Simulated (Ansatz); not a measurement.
# TiSi2N4 monolayer in a perpendicular field, part 2 of 3

What dipole does a perpendicular field induce in the TiSi2N4 monolayer, and does the gap follow? A positive field points along +c.

Ansatz 0.2.0; plane-wave DFT, PBE-D3(BJ), Ansatz PAW.

So far. Step 2 (Relaxation): The lattice constant a goes from 2.920 to 2.921 Å.

## Step 3: Single point, field 0

A sawtooth potential applies the field, turning back in the middle of the vacuum. With the dipole correction the typed value is the field outside the slab. The induced dipole is small, so the SCF threshold is tight.

The cell differs from the one that the last finished run ended in (c 37.885 → 24.873 Å).

The input, input.yaml:

```yaml
crystal:
  lattice:
    - [2.9211030619, 0.0, 0.0]
    - [-1.460551531, 2.5297494587, 0.0]
    - [0.0, 0.0, 24.872785848]
  atoms:
    - { symbol: "N", position: [0.0, 0.0, 0.3618412531] }
    - { symbol: Si, position: [0.3333333333, 0.6666666667, 0.3825547936] }
    - { symbol: "N", position: [0.3333333333, 0.6666666667, 0.452763396] }
    - { symbol: Ti, position: [0.0, 0.0, 0.5] }
    - { symbol: "N", position: [0.3333333333, 0.6666666667, 0.547236604] }
    - { symbol: Si, position: [0.3333333333, 0.6666666667, 0.6174452064] }
    - { symbol: "N", position: [0.0, 0.0, 0.6381587469] }
kpoints:
  mp_grid: { grid: [18, 18, 1] }
  band_path:
    path: [[0, 0, 0], [0.5, 0, 0], [0.33333333, 0.33333333, 0], [0, 0, 0]]
    npoints: 16
hamiltonian:
  xc: pbe
  dispersion: d3bj
scf:
  occupations: { method: fermi_dirac, width: 0.05 }
  convergence: { dr2_threshold: 1.0e-10 }
efield:
  axis: 3
  dipole_correction: true
  ramp_position: 0.97
  ramp_width: 0.06
  amplitude: 0
output:
  dos: { projected: true, e_range: [-6, 5] }
  bader: true
  write_potential: true
  write_density: true
  volumetric_format: npy
  elf: true
```

Started as:

```
$ ansatz run input.yaml --threads 2 --pin off --max-ram 3072MiB --backend cpu --events-out ev --progress --plain --runs-dir out
```

Numbers of over 12 decimals in the logs are rounded to 6 here.

Log:

```text
[...]
Crystal: 7 atoms, lattice volume = 183.801 Å³
Basis set: ecut = 420 eV, 3551 PW (Γ)
Bands: 27, of which v1, the nominal top of the filled ones, is band 20 counted from 1 (19 counted from 0)
Symmetry: 6 space group operations
k-points: 37 of 324 (time reversal used)
[...]
SCF iter   1: F=—  HF=-5316.229609 eV  |F-HF|=—  |Δ(HF+E_count)|=         —  Δρ=3.42e-3  dr2=9.68e-2  ethr=1.77e-3  p=0.000 e·Å  D=1.42e-13 V/Å  ΔV_dip=-0.00 eV  dr2_dipole=5.10e-9  V_vac-E_F(+/−)=5.11/5.11 eV  ⟨swp⟩=8.2  Hψ=6059  notcnv=0  defer=23
efield: sawtooth ramp at fractional position 0.9700 (set: `efield.ramp_position`, or a place that a band, a saddle search or an elastic batch's reference lends), width 0.0600; the density the first Hamiltonian is built on has a dipole p = 0.000 e·Å; the dipole correction subtracts the counter field D = 1.42e-13 V/Å, which shifts the + side's vacuum level by -0.00 eV against the − side's; the planar-averaged density in the ramp window peaks in size at 1.3e-5 e/Å³
[...]
SCF iter   2: F=—  HF=-5316.268935 eV  |F-HF|=—  |Δ(HF+E_count)|=   3.93e-2  Δρ=8.53e-3  dr2=4.26e-1  ethr=2.42e-4  p=-0.000 e·Å  D=-5.01e-5 V/Å  ΔV_dip=0.00 eV  dr2_dipole=2.21e-7  V_vac-E_F(+/−)=6.30/6.30 eV  ⟨swp⟩=4.6  Hψ=2606  notcnv=0  defer=64  recentre
[...]
SCF iter  14: F=-5316.215643 eV  HF=-5316.215643 eV  |F-HF|=3.64e-12  |Δ(HF+E_count)|=  2.85e-10  Δρ=1.82e-7  dr2=6.53e-11  ethr=1.00e-12  p=-0.000 e·Å  D=-1.50e-7 V/Å  ΔV_dip=0.00 eV  dr2_dipole=2.72e-13  V_vac-E_F(+/−)=6.02/6.02 eV  ⟨swp⟩=11.6  Hψ=3607  notcnv=0
SCF 1 converged in 14 iterations: F = -5316.215643 eV  dr2 = 6.53e-11
[...]
NSCF: frozen V_eff on 49 k-points
efield: sawtooth ramp at fractional position 0.9700 (kept from the solve that this one continues, or follows in the run), width 0.0600; the density the first Hamiltonian is built on has a dipole p = -0.000 e·Å; the dipole correction subtracts the counter field D = -1.50e-7 V/Å, which shifts the + side's vacuum level by +0.00 eV against the − side's; the planar-averaged density in the ramp window peaks in size at 2.8e-6 e/Å³
[...]
SCF converged after 14 iterations
Free energy (F): -5316.215643 eV
[...]
Internal energy: -5316.215643 eV  (E = F + TS)
E sigma→0 (E₀):  -5316.215643 eV
Entropy (-TS):   -0.000000 eV (-0.000 meV/atom)
Fermi energy:    0.272455 eV
Dipole field:    D = 0.000001 V/Å  (p = 0.000001 e·Å, saw-weighted, corrected)
Work function:   Φ+ = 6.0245 eV   Φ− = 6.0245 eV
Levels:          The Fermi level and band energies are counted from a zero that moves with the ramp; work functions are not
[...]
--- Band table (eV; the first three rows and the last of 37) ---
  k-point 0: bands = [... 16 lower, -2.0893, -0.9516, -0.8140, -0.8140, 2.0211, 4.0776, 4.0776, 4.1842, ... 3 higher]
  k-point 1: bands = [... 16 lower, -2.0496, -1.0215, -0.8699, -0.7720, 2.0006, 4.0106, 4.0556, 4.1443, ... 3 higher]
  k-point 2: bands = [... 16 lower, -1.9365, -1.1858, -1.0236, -0.7552, 1.8832, 3.9281, 3.9394, 4.1133, ... 3 higher]
  k-point 36: bands = [... 16 lower, -3.0795, -2.7074, -1.0053, -0.3514, 1.4862, 2.9835, 4.3162, 4.7199, ... 3 higher]
--- Bader charges: 7 sites ---
  site symbol  charge [e]  shift [e]
     0      N     -2.2954     0.0102
     1     Si      3.0810     0.0133
     2      N     -1.7660     0.0023
     3     Ti      1.9607     0.0016
     4      N     -1.7660     0.0023
     5     Si      3.0811     0.0133
     6      N     -2.2954     0.0102
  estimated error of the sums over rays = 6.2e-4 e
```

It took 40 s on 2 threads of Intel Xeon 6975P-C (Granite Rapids), shared host; peak memory 0.55 GiB; 80 s of CPU time.

Reading the cycles: dr2 is the Hartree energy of the density residual (eV), the measure of convergence; HF is the Harris–Foulkes estimate of the energy, which meets the free energy F at convergence.

This step gave:

```yaml
dipole_along_the_normal: 5.91e-7 e·Å
gap_along_the_path: 1.367 eV
smallest_direct_gap_along_the_path: 1.822 eV
ionisation_energy_upper_face: 6.648 eV
electron_affinity_upper_face: 5.282 eV
gap_the_smaller_of_path_and_mesh: 1.365 eV
```

Running mean over a fixed 2.6 Å (it still follows the layers) of the planar mean; the ramp of the sawtooth is left out. Table of electron's electrostatic potential energy less the Fermi level by z:

z (Å), electron's electrostatic potential energy less the Fermi level (eV) and a bar from the least value:
```
        4       6.02 ##############################
        5       6.02 ##############################
        6       6.01 ##############################
        7       5.56 #############################
        8      -0.86 #################
        9      -7.68 ###
       10      -9.40 
       11      -6.62 #####
       12      -8.69 #
       13      -8.29 ##
       14      -6.80 #####
       15      -9.32 
       16      -7.27 ####
       17       0.40 ###################
       18       5.72 #############################
       19       6.01 ##############################
       20       6.02 ##############################
       21       6.02 ##############################
```

The density of states has structure finer than the step of the table below, so its rows give means over 0.25 eV, whole bins alone (the curve runs from -6 to 2.74 eV). Peaks (eV: height): -4.900: 8.94, -4.730: 12.1, -4.480: 13.5, -2.330: 8.05, -1.450: 7.06, -1.340: 11.5, 0.780: 10.0.

The density of states by energy, zero at the Fermi level of the run, which the smearing sets inside the gap; means over each step:

energy (eV), density of states (states/eV a cell) and a bar:
```
    -5.75        2.9 ############
    -5.50        2.3 #########
    -5.25        3.3 #############
    -5.00        3.7 ###############
    -4.75        4.5 ##################
    -4.50        7.4 ##############################
    -4.25        4.3 ##################
    -4.00        2.4 ##########
    -3.75        2.3 #########
    -3.50        3.1 ############
    -3.25        2.3 #########
    -3.00        1.8 ########
    -2.75        2.7 ###########
    -2.50        4.5 ##################
    -2.25        5.4 ######################
    -2.00        3.7 ###############
    -1.75        3.5 ##############
    -1.50        6.2 #########################
    -1.25        6.4 ##########################
    -1.00        2.1 #########
    -0.75        0.8 ###
    -0.50        0.0 
    -0.25        0.0 
     0.00        0.0 
     0.25        0.0 
     0.50        0.0 
     0.75        3.9 ################
     1.00        2.4 ##########
     1.25        0.8 ###
     1.50        0.5 ##
     1.75        0.3 #
     2.00        0.0
```

Projected DOS per atom over height of the atomic layer and energy from the Fermi level. Layers: N Si N Ti N Si N from below.

Ten even steps from '0' (0.00 states/eV) to '9' (3.45 states/eV), each cell a mean:
```
0000000
0000000
0000000
0001000
0009000
0000000
0000000
0000000
0000000
1020201
3042403
1021201
2032302
1021201
0011100
1011101
1000001
2021202
3121213
1010101
1010101
1110111
```
Columns: height of the atomic layer (Å) from 9 to 15.9 (not evenly spaced); rows upwards: energy from the Fermi level (eV) from -5.96 to 2.68.

Electronic bands along the path, in eV, zero at the Fermi level of the run, which the smearing sets inside the gap:

```
  point  band 17  band 18  band 19  band 20  band 21  band 22  band 23  band 24
      Γ    -2.36    -1.22    -1.09    -1.09     1.75     3.81     3.81     3.91
halfway    -2.15    -1.88    -1.72    -1.26     0.98     3.55     3.64     3.86
      M    -2.49    -1.76    -1.62    -1.10     0.76     3.13     3.46     3.55
halfway    -2.56    -2.28    -1.35    -0.99     0.94     3.14     3.93     4.14
      K    -3.35    -2.98    -1.28    -0.62     1.21     2.71     4.04     4.45
halfway    -2.34    -1.71    -1.45    -1.40     0.86     3.52     3.75     3.93
      Γ    -2.36    -1.22    -1.09    -1.09     1.75     3.81     3.81     3.91
```

Electrostatic potential energy in the ca plane at fractional y = 0.667, with atoms of Si and N within 0.2 Å of it. With pseudopotentials it is smooth inside the atoms' cores, unlike the true potential.

Values in eV, 5 rows by 16 columns, each cell a mean:
```
  6   6   6   6   6   6   6   2  -2   3  -2 -15   1   2  -2   3
  6   6   6   6   6   6   6   0  -9   1  -2  -9   0  -1  -9   2
  6   6   6   6   6   6   5 -10 -48 -18 -30  -2 -35 -20 -46  -3
  6   6   6   6   6   6   5 -14 -55 -26 -40  -2 -48 -26 -53  -5
  6   6   6   6   6   6   6  -2 -20  -3  -6  -5  -6  -5 -19   1
```
Columns run along c (16.0 Å, from fractional 0.05 to 0.69 of the cell; values clipped at the 3rd and 97th percentile), rows up along a (2.9 Å). Atoms in or near the plane, at fractional coordinates: Si at (0.38, 0.33), N at (0.45, 0.33), N at (0.55, 0.33), Si at (0.62, 0.33).

Valence density in the ca plane at fractional y = 0.667, with atoms of Si and N within 0.2 Å of it. It is the smooth field of the valence electrons, not physical close to the nuclei.

Ten steps, logarithmic in the rise over the least value, from '0' (0.0 e/Å³) to '9' (3.5 e/Å³), each cell a mean:
```
00000000000235665433344565443334565421000000
00000000000235665433344565433334565421000000
00000000000134565444565555555445565421000000
00000000000124554567887556887654554320000000
00000000000123433578998657999764344310000000
00000000000123433578998657999764244310000000
00000000000124554567887556888654554310000000
00000000000134565445665555665445565321000000
```
Columns run along c (16.0 Å, from fractional 0.15 to 0.80 of the cell), rows up along a (2.9 Å). Atoms in or near the plane, at fractional coordinates: Si at (0.38, 0.33), N at (0.45, 0.33), N at (0.55, 0.33), Si at (0.62, 0.33).

ELF in the ca plane at fractional y = 0.667, with atoms of Si and N within 0.2 Å of it. It is the smooth field of the valence electrons, not physical close to the nuclei.

Values, 5 rows by 16 columns, each cell a mean:
```
0.00 0.00 0.00 0.00 0.00 0.01 0.22 0.64 0.57 0.11 0.14 0.20 0.15 0.14 0.65 0.58
0.00 0.00 0.00 0.00 0.00 0.01 0.14 0.58 0.57 0.34 0.46 0.15 0.52 0.30 0.66 0.50
0.00 0.00 0.00 0.00 0.00 0.00 0.04 0.29 0.25 0.74 0.67 0.38 0.66 0.65 0.26 0.23
0.00 0.00 0.00 0.00 0.00 0.00 0.03 0.19 0.22 0.77 0.53 0.41 0.50 0.71 0.20 0.17
0.00 0.00 0.00 0.00 0.00 0.00 0.10 0.51 0.50 0.51 0.65 0.20 0.71 0.43 0.58 0.42
```
Columns run along c (16.0 Å, from fractional 0.05 to 0.69 of the cell), rows up along a (2.9 Å). Atoms in or near the plane, at fractional coordinates: Si at (0.38, 0.33), N at (0.45, 0.33), N at (0.55, 0.33), Si at (0.62, 0.33).

The gap is 1.37 eV, with the valence edge 6.65 eV and the conduction edge 5.28 eV under the upper vacuum level.

## Step 4: Atoms held, field 0.1 V/Å

Changes to input.yaml since step 3:

```diff
@@ -29,6 +29,4 @@
   ramp_width: 0.06
-  amplitude: 0
+  amplitude: 0.1
 output:
-  dos: { projected: true, e_range: [-6, 5] }
-  bader: true
   write_potential: true
@@ -36,2 +34 @@
   volumetric_format: npy
-  elf: true
```

Log:

```text
[...]
Crystal: 7 atoms, lattice volume = 183.801 Å³
Basis set: ecut = 420 eV, 3551 PW (Γ)
Bands: 27, of which v1, the nominal top of the filled ones, is band 20 counted from 1 (19 counted from 0)
Symmetry: 6 space group operations
k-points: 37 of 324 (time reversal used)
[...]
k-point 0: bands = [... 16 lower, -2.0894, -0.9515, -0.8141, -0.8141, 2.0209, 4.0773, 4.0773, 4.1842, ... 3 higher]
  k-point 1: bands = [... 16 lower, -2.0497, -1.0214, -0.8701, -0.7720, 2.0004, 4.0089, 4.0562, 4.1436, ... 3 higher]
  k-point 2: bands = [... 16 lower, -1.9367, -1.1857, -1.0237, -0.7552, 1.8830, 3.9213, 3.9451, 4.1131, ... 3 higher]
  k-point 36: bands = [... 16 lower, -3.0795, -2.7076, -1.0066, -0.3503, 1.4860, 2.9833, 4.3158, 4.7197, ... 3 higher]
[key lines of the parts left out:]
SCF converged after 18 iterations
Free energy (F): -5316.217254 eV
Fermi energy:    0.272957 eV
Dipole field:    D = 0.031713 V/Å  (p = 0.032213 e·Å, saw-weighted, corrected)
```

It took 16 s on 2 threads; peak memory 0.53 GiB; 31 s of CPU time.

The dipole is 0.0322 e·Å, and the gap 1.364 eV.

## Step 5: Atoms held, field -0.1 V/Å

Changes to input.yaml since step 4:

```diff
@@ -29,3 +29,3 @@
   ramp_width: 0.06
-  amplitude: 0.1
+  amplitude: -0.1
 output:
```

Log:

```text
[...]
Crystal: 7 atoms, lattice volume = 183.801 Å³
Basis set: ecut = 420 eV, 3551 PW (Γ)
Bands: 27, of which v1, the nominal top of the filled ones, is band 20 counted from 1 (19 counted from 0)
Symmetry: 6 space group operations
k-points: 37 of 324 (time reversal used)
[...]
k-point 0: bands = [... 16 lower, -2.0894, -0.9515, -0.8141, -0.8141, 2.0209, 4.0773, 4.0773, 4.1842, ... 3 higher]
  k-point 1: bands = [... 16 lower, -2.0497, -1.0214, -0.8701, -0.7720, 2.0004, 4.0089, 4.0562, 4.1436, ... 3 higher]
  k-point 2: bands = [... 16 lower, -1.9367, -1.1857, -1.0237, -0.7552, 1.8830, 3.9213, 3.9451, 4.1131, ... 3 higher]
  k-point 36: bands = [... 16 lower, -3.0795, -2.7076, -1.0066, -0.3503, 1.4860, 2.9833, 4.3158, 4.7197, ... 3 higher]
[key lines of the parts left out:]
SCF converged after 18 iterations
Free energy (F): -5316.217254 eV
Fermi energy:    0.272957 eV
Dipole field:    D = -0.031713 V/Å  (p = -0.032212 e·Å, saw-weighted, corrected)
```

Wall time 18 s (2 threads); peak memory 0.54 GiB.

The dipole is -0.0322 e·Å, and the gap 1.364 eV.

## Step 6: Single point, field 0.5 V/Å

Changes to input.yaml since step 5:

```diff
@@ -29,3 +29,3 @@
   ramp_width: 0.06
-  amplitude: -0.1
+  amplitude: 0.5
 output:
```

Log:

```text
[...]
Crystal: 7 atoms, lattice volume = 183.801 Å³
Basis set: ecut = 420 eV, 3551 PW (Γ)
Bands: 27, of which v1, the nominal top of the filled ones, is band 20 counted from 1 (19 counted from 0)
Symmetry: 6 space group operations
k-points: 37 of 324 (time reversal used)
[...]
k-point 0: bands = [... 16 lower, -2.0921, -0.9473, -0.8184, -0.8184, 2.0152, 4.0705, 4.0705, 4.1504, ... 3 higher]
  k-point 1: bands = [... 16 lower, -2.0529, -1.0191, -0.8743, -0.7738, 1.9953, 3.9576, 4.0602, 4.1309, ... 3 higher]
  k-point 2: bands = [... 16 lower, -1.9409, -1.1834, -1.0276, -0.7549, 1.8786, 3.8561, 3.9746, 4.1074, ... 3 higher]
  k-point 36: bands = [... 16 lower, -3.0805, -2.7107, -1.0379, -0.3246, 1.4817, 2.9791, 4.3057, 4.7150, ... 3 higher]
[key lines of the parts left out:]
SCF converged after 17 iterations
Free energy (F): -5316.255923 eV
Fermi energy:    0.284048 eV
Dipole field:    D = 0.158676 V/Å  (p = 0.161175 e·Å, saw-weighted, corrected)
```

Elapsed: 18 s, on 2 threads; peak memory 0.53 GiB.

The dipole is 0.161 e·Å, and the gap 1.335 eV.

## Step 7: Atoms held, field -0.3 V/Å

Changes to input.yaml since step 6:

```diff
@@ -29,4 +29,6 @@
   ramp_width: 0.06
-  amplitude: 0.5
+  amplitude: -0.3
 output:
+  dos: { projected: true, e_range: [-6, 5] }
+  bader: true
   write_potential: true
@@ -34 +36,2 @@
   volumetric_format: npy
+  elf: true
```

Log:

```text
[...]
Crystal: 7 atoms, lattice volume = 183.801 Å³
Basis set: ecut = 420 eV, 3551 PW (Γ)
Bands: 27, of which v1, the nominal top of the filled ones, is band 20 counted from 1 (19 counted from 0)
Symmetry: 6 space group operations
k-points: 37 of 324 (time reversal used)
[...]
k-point 36: bands = [... 16 lower, -3.0798, -2.7086, -1.0173, -0.3414, 1.4846, 2.9820, 4.3124, 4.7181, ... 3 higher]
--- Bader charges: 7 sites ---
  site symbol  charge [e]  shift [e]
     0      N     -2.2887     0.0102
     1     Si      3.0816     0.0133
     2      N     -1.7627     0.0023
     3     Ti      1.9606     0.0016
     4      N     -1.7694     0.0023
     5     Si      3.0804     0.0133
     6      N     -2.3019     0.0102
  estimated error of the sums over rays = 6.3e-4 e
[key lines of the parts left out:]
SCF converged after 18 iterations
Free energy (F): -5316.230141 eV
Fermi energy:    0.276835 eV
Dipole field:    D = -0.095165 V/Å  (p = -0.096664 e·Å, saw-weighted, corrected)
```

It took 49 s on 2 threads; peak memory 0.54 GiB; 95 s of CPU time.

The dipole is -0.0967 e·Å, and the gap 1.354 eV.

(Continued in part 3 of 3.)

[Logs are printed without paths, hosts, clocks, repeated set-up lines and the standing remarks that a program may print on its own settings, such as how far it seeks lower states.]

[Hosts, paths, dates, database ids (printed as entryN), source tags and the programs' standing remarks are cut or masked in the printed files.]

[Maps of the electrostatic potential energy from Ansatz leave out the sawtooth potential of an applied field or a dipole correction, so their vacuum need not be flat; planar profiles and work functions include it.]

[The density of states shown here was stored with 400 of the rows of the run's finer table, so its peaks can read low, often by over a quarter, or be missed, and its means over a window can be off by a tenth or more.]
